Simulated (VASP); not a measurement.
The system is Li2Se.

```
Se Li
1.0
     0.00000    3.00250    3.00250
     3.00250    0.00000    3.00250
     3.00250    3.00250    0.00000
Se Li
1 2
Direct
  0.00000 0.00000 0.00000
  0.75000 0.75000 0.75000
  0.25000 0.25000 0.25000
```

Base run:

```yaml
Program: VASP 6.6.1
Functional: TB-mBJ
Potentials_or_basis: VASP PAW PBE potentials, release 64 (Se, Li_sv)
Cutoff: 520 eV
k_mesh: 8 × 8 × 8
Occupations: fermi-dirac, width 0.05 eV
Spin: no spin polarisation
```

Its results: band gap on the k mesh 4.18 eV, indirect (least direct gap 4.75 eV).

The run is repeated on the same cell with these changes: functional from TB-mBJ to PBE; occupations from fermi-dirac, width 0.05 eV to gaussian, width 0.012 eV. What comes out?

Band gap on the k mesh 2.97 eV, indirect (least direct gap 3.39 eV).
